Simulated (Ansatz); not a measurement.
TaN:

```
Ta N
1.0
     2.93800    0.00000    0.00000
    -1.46900    2.54438    0.00000
     0.00000    0.00000    2.88300
Ta N
1 1
Direct
  0.00000 0.00000 0.50000
  0.66667 0.33333 0.00000
```

Base run:

| Item | Value |
| --- | --- |
| Program | Ansatz 0.2.0 |
| Functional | LDA |
| Potentials or basis | Ansatz PAW |
| Cutoff | 420 eV (not typed: the program's choice for these potentials) |
| k mesh | 10 × 10 × 9 |
| Occupations | fermi-dirac, width 0.05 eV |
| Spin | no spin polarisation |
| Hubbard terms | Ta d U = 4 eV |

Its results: band gap on the k mesh none (metal or under the smearing width); pressure -8.0 GPa.

The run is repeated on the same cell with these changes: hubbard terms from Ta d U = 4 eV to Ta d U = 6 eV. What comes out?

Band gap on the k mesh none (metal or under the smearing width); pressure -5.8 GPa.

Caveats: spin-orbit coupling is left out, which moves the levels of the heavy elements; U without spin polarisation on a metal has little footing; the PAW data sets come from PBE, with cores solved anew for the run's functional, which leaves a small shift of forces and pressure.
